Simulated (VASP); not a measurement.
## BN: band structure with PBE+D3(BJ)

The system is BN.

```
CELL_PARAMETERS angstrom
2.49824 0.00000 0.00000
-1.24912 2.16354 0.00000
0.00000 0.00000 6.63570
ATOMIC_POSITIONS crystal
B 0.33333 0.66667 0.25000
B 0.66667 0.33333 0.75000
N 0.33333 0.66667 0.75000
N 0.66667 0.33333 0.25000
```

```yaml
Program: VASP 6.6.1
Task: band structure
Functional: PBE
Dispersion: D3(BJ)
Potentials_or_basis: VASP PAW PBE potentials, release 64 (B, N)
Cutoff: 520 eV
k_mesh: 15 × 15 × 6
Occupations: gaussian, width 0.02 eV
Spin: no spin polarisation
Further_INCAR_settings: ALGO = Fast; EDIFF = 1e-07; NBANDS = 16
```

| Property | Result |
| --- | --- |
| Pressure | 2.4 GPa |
| Band gap on the k mesh | 4.30 eV, indirect (least direct gap 4.66 eV) |
| Band gap along the path | 4.25 eV, indirect (least direct gap 4.66 eV) |
| Dispersion energy per atom | -0.142 eV |

Stress tensor (GPa, compression positive):
```
 3.75  0.00  0.00
 0.00  3.75  0.00
 0.00  0.00 -0.25
```

Levels at the corners of the path, in eV from the valence-band top:
```tsv
point	band 6	band 7	band 8	band 9	band 10	band 11
Γ	-1.36	-1.32	-1.32	5.23	10.32	11.57
M	-4.12	-1.48	-0.47	4.25	5.63	9.57
M	-4.12	-1.48	-0.47	4.25	5.63	9.57
K	-7.18	-0.11	-0.11	4.84	4.84	10.77
K	-7.18	-0.11	-0.11	4.84	4.84	10.77
Γ	-1.36	-1.32	-1.32	5.23	10.32	11.57
Γ	-1.36	-1.32	-1.32	5.23	10.32	11.57
A	-1.34	-1.34	-1.34	7.61	7.61	11.63
A	-1.34	-1.34	-1.34	7.61	7.61	11.63
L	-4.15	-0.96	-0.96	4.72	4.72	9.96
L	-4.15	-0.96	-0.96	4.72	4.72	9.96
H	-7.19	-0.03	-0.03	4.63	4.63	12.00
H	-7.19	-0.03	-0.03	4.63	4.63	12.00
A	-1.34	-1.34	-1.34	7.61	7.61	11.63
L	-4.15	-0.96	-0.96	4.72	4.72	9.96
M	-4.12	-1.48	-0.47	4.25	5.63	9.57
K	-7.18	-0.11	-0.11	4.84	4.84	10.77
H	-7.19	-0.03	-0.03	4.63	4.63	12.00
```

It took 40 s on 1 thread of Intel(R) Xeon(R) 6975P-C (Granite Rapids), with other jobs on the host, peak memory 0.22 GiB.
